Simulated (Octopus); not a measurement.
**GaAs in Octopus: convergence with extra states**

GaAs:

```
CELL_PARAMETERS angstrom
3.81014 0.00000 0.00000
0.00000 3.81014 0.00000
0.00000 0.00000 2.73891
ATOMIC_POSITIONS crystal
Ga 0.50000 0.50000 0.50000
As 0.00000 0.00000 0.50000
```

The cell was built by a generator and needn't be a form met in nature.

- Program: Octopus 16.4
- Task: convergence study
- Functional: PBE
- Potentials or basis: hgh_lda (LDA)
- Grid spacing: 0.191 × 0.191 × 0.196 Å
- k mesh: 5 × 5 × 7
- Occupations: fermi-dirac, width 0.05 eV
- Spin: no spin polarisation

These are the settings of the first run; the series varies extra states, with any setting tied to it.

Hardware: 1 thread of Arm Neoverse V1, with other jobs on the host.

```tsv
extra states	energy less the tightest run, at zero smearing (meV/atom)	SCF cycles	CPU time (s)	peak memory (GiB)
1	not converged	-	-	-
2	0.00	25	44	0.12
4	0.00	13	34	0.14
6	0.00	11	37	0.15
10	0.00	10	47	0.18
16	0.00	10	77	0.23
24	0.00	9	86	0.29
```

Against the tightest run, the energy stays within 1 meV/atom from 2 on. The tightest run that finished is the yardstick and may itself not be fully converged.

Caveat, for the tightest run too: this is an older set of potentials, less accurate than current ones.
